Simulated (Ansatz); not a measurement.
## H

```
H
1.0
     1.93230    0.00000    0.00000
    -0.96615    1.67342    0.00000
     0.00000    0.00000    1.90471
H
2
Direct
  0.33333 0.66667 0.25000
  0.66667 0.33333 0.75000
```

Atoms are numbered in the order listed.

The cell was built from the hcp type and relaxed in the same program, and has space group P6_3/mmc; it needn't be a known or the stable phase.

All numbers below come from DFT, PBE, all-electron LAPW, scalar-relativistic (Ansatz 0.2.0).

Numerical set-up: a Γ-centred 17×17×9 k mesh, Fermi–Dirac smearing of 0.05 eV, basis error target 0.5 meV/atom, no spin polarisation; the mesh is coarse along some axis.

* Band gap: none: bands cross the Fermi level, a metal
* Stress xx, yy, zz (compression positive): 0.04, 0.04, -0.14 GPa
* Density of states at the Fermi level (0.2 eV bin): 0.20 states/eV per cell
* Volume per atom: 3.08 Å³
* Pressure at this cell: -0.02 GPa
